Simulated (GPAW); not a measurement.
Write an ASE script for GPAW 26.7.0 that does the following.

| Quantity | Value |
| --- | --- |
| Task | band structure |
| Functional | PBE |
| Potentials or basis | GPAW PAW data sets (gpaw-data 1.2.1) |
| Cutoff | 600 eV |
| Basis | pw |
| k mesh | 7 × 7 × 7 |
| Occupations | fermi-dirac, width 0.05 eV |
| Spin | no spin polarisation |
| Maxiter | 150 |
| Band path | GXWKGLUWLK,UX |
| Band points | 80 |

RbCl:

```
CELL_PARAMETERS angstrom
0.00000 3.27400 3.27400
3.27400 0.00000 3.27400
3.27400 3.27400 0.00000
ATOMIC_POSITIONS crystal
Rb 0.00000 0.00000 0.00000
Cl 0.50000 0.50000 0.50000
```

One way to write it, as run:

run.py

```python
from ase import Atoms
from ase.dft.bandgap import bandgap
from ase.io import write
from ase.units import GPa
from gpaw import GPAW, PW

atoms = Atoms(['Rb', 'Cl'],
              cell=[[0.0, 3.274, 3.274],
                    [3.274, 0.0, 3.274],
                    [3.274, 3.274, 0.0]],
              scaled_positions=[[0.0, 0.0, 0.0],
                                [0.5, 0.5, 0.5]],
              pbc=True)

calc = GPAW(mode=PW(600),
            xc='PBE',
            kpts={'size': (7, 7, 7), 'gamma': True},
            occupations={'name': 'fermi-dirac', 'width': 0.05},
            nbands=16,
            convergence={'density': 1e-05, 'energy': 1e-05},
            maxiter=150,
            txt='gpaw.txt')
atoms.calc = calc
energy = atoms.get_potential_energy()
forces = atoms.get_forces()
stress = atoms.get_stress()
calc.write('gs.gpw')
write('result.traj', atoms)
print(f'Energy: {energy:.6f} eV')
print('Forces (eV/A):')
print(forces.round(4))
print('Stress (GPa):', (stress / GPa).round(3))
print('Fermi level:', round(calc.get_fermi_level(), 4), 'eV')
print(f'Gap: {bandgap(calc)[0]:.4f} eV, direct: {bandgap(calc, direct=True)[0]:.4f} eV')

path = atoms.cell.bandpath('GXWKGLUWLK,UX', npoints=80, eps=1e-4)
bs_calc = calc.fixed_density(kpts=path, symmetry='off', nbands=30,
                             convergence={'bands': 'CBM+6.0', 'eigenstates': 1e-6}, txt='bands.txt')
bs = bs_calc.band_structure()
bs.write('bs.json')
print(f'Gap on the path: {bandgap(bs_calc)[0]:.4f} eV')
```

Potentials or basis: GPAW PAW data sets (gpaw-data 1.2.1), pw.

Command:

```console
$ OMP_NUM_THREADS=1 python run.py
```

Results of the run:

- Pressure: 1.1 GPa
- Band gap on the k mesh: 5.05 eV, direct
- Band gap along the path: 5.05 eV, direct

Run time: 63 s on 1 thread of Arm Neoverse V2, on a shared host, peak memory 0.31 GiB.
